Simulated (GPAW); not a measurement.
**AlN: G0W0 quasiparticle levels with AM05**

The system is AlN.

```
Al N
1.0
     0.00000    2.03452    2.03452
     2.03452    0.00000    2.03452
     2.03452    2.03452    0.00000
Al N
1 1
Cartesian
  2.0345 2.0345 2.0345
  0.0000 0.0000 0.0000
```

Measurements of this composition are mostly on another form, of space group No. 186.

```
Program             : GPAW 26.7.0
Task                : G0W0 quasiparticle levels
Functional          : AM05
Potentials or basis : PAW data sets generated in the run's folder for this functional
Cutoff              : 650 eV
Basis               : pw
k mesh              : 6 × 6 × 6
Occupations         : fermi-dirac, width 0.001 eV
Spin                : no spin polarisation
Response ecut       : 100 eV
Frequency           : ppa
Extrapolate         : yes
Qp bands            : 2
Maxiter             : 150
Integrate gamma     : WS
Vertex              : none
All k               : no
Response bands      : 38
```

The band gap on the k mesh, mean-field level is 4.36 eV, indirect (least direct gap 5.37 eV). The quasiparticle gap is 6.11 eV and the least direct quasiparticle gap is 7.20 eV.

Levels at points of the mesh, in eV from the valence-band top:
```tsv
k point	band 2	band 3	band 4	band 5	band 6	band 7
(0.00, 0.00, 0.00)	0.00	0.00	0.00	5.37	11.90	11.90
(0.50, 0.50, 0.00)	-7.38	-2.80	-2.80	4.36	5.08	13.68
(0.50, 0.50, 0.50)	-8.29	-1.08	-1.08	5.87	10.72	10.72
```

Run time: 99 s on 1 thread of Arm Neoverse V1 (shared host), peak memory 0.32 GiB.

Caveat: the k mesh is coarse (spacing up to 0.45 Å⁻¹), so the values aren't converged; the quasiparticle gap is taken among the few k points that were corrected; the long-wavelength limit can be off by a per cent or two. A k mesh can miss the band edges.
